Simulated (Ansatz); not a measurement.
# AlN: the cost of one run

Computed with Ansatz 0.2.0 (DFT r2SCAN, scalar-relativistic, plane waves, PAW, unless a step's input says otherwise).

## Step 1: The starting structure

Symmetry: F-43m, No. 216, cubic system. The conventional cell has a = 4.368 Å, b = 4.368 Å, c = 4.368 Å, α = 90.00°, β = 90.00°, γ = 90.00°. Al (site symmetry -43m) has 4 N at 1.89 Å in its first shell of neighbours. Around N (site symmetry -43m) lie 4 Al at 1.89 Å.

Structure file:

```
Al N
1.0
     2.18399   -2.18399    0.00000
     2.18399    0.00000   -2.18399
     8.73597    8.73597    8.73597
Al N
6 6
Direct
  0.66667 0.66667 0.16667
  0.00000 0.00000 0.00000
  0.33333 0.33333 0.33333
  0.66667 0.66667 0.66667
  0.00000 0.00000 0.50000
  0.33333 0.33333 0.83333
  0.66667 0.66667 0.54167
  0.00000 0.00000 0.37500
  0.33333 0.33333 0.70833
  0.66667 0.66667 0.04167
  0.00000 0.00000 0.87500
  0.33333 0.33333 0.20833
```

It goes back to an entry of the Materials Project, which need not be the stable form.

No relaxation comes first: the listed cell is the starting point.

## Step 2: Zero of energy

The cell is repeated 6 times, 12 atoms in all. The reference gives a free energy of -5570.6228 eV, pressure 0.26 GPa, largest force 0.000 eV/Å and gap on the mesh 3.94 eV. It was computed beforehand with the settings of the runs below.

## Step 3: The scan: a stacking-fault curve

The cut lies on the cell's a–b face, a (1 -1 1) plane of area 8.26 Å², between layers 1.89 Å apart (N below, Al above); the cell is 15.1 Å thick. Vector c is tilted by f times 1·a + 0·b (length 3.089 Å) with the atoms' Cartesian places fixed: one unrelaxed fault per cell.

## Step 4: Point f = 0.200

The input, input.yaml:

```yaml
crystal:
  lattice:
    - [2.1839935596, -2.1839935596, 0.0]
    - [2.1839935596, 0.0, -2.1839935596]
    - [9.1727729503, 8.2991755265, 8.7359742384]
  atoms:
    - { symbol: Al, position: [0.6541733333, 0.6666666667, 0.0624666667] }
    - { symbol: Al, position: [-0.17916, 0.0, 0.8958] }
    - { symbol: Al, position: [0.2875066667, 0.3333333333, 0.2291333333] }
    - { symbol: Al, position: [0.5541733333, 0.6666666667, 0.5624666667] }
    - { symbol: Al, position: [-0.07916, 0.0, 0.3958] }
    - { symbol: Al, position: [0.1875066667, 0.3333333333, 0.7291333333] }
    - { symbol: "N", position: [0.5791733333, 0.6666666667, 0.4374666667] }
    - { symbol: "N", position: [0.94584, 1.0, 0.2708] }
    - { symbol: "N", position: [0.2125066667, 0.3333333333, 0.6041333333] }
    - { symbol: "N", position: [0.4791733333, 0.6666666667, 0.9374666667] }
    - { symbol: "N", position: [-0.15416, 0.0, 0.7708] }
    - { symbol: "N", position: [0.3125066667, 0.3333333333, 0.1041333333] }
basis:
  ecutwfc: 500
kpoints:
  mp_grid: { grid: [8, 8, 2] }
hamiltonian:
  xc: r2scan
scf:
  occupations: { method: gaussian, width: 0.05 }
output:
  forces: true
  stress: true
  eigenvalues: true
  write_density: true
  write_potential: true
  elf: true
  volumetric_format: npy
```

The run is started by

```
ansatz run input.yaml --threads 2 --pin off --max-ram 5120MiB --backend cpu --events-out ev --progress --plain --runs-dir out
```

What time and memory should one allow on 2 threads of Arm Neoverse V2, shared host?

About 30 s, with a peak of 0.72 GiB.
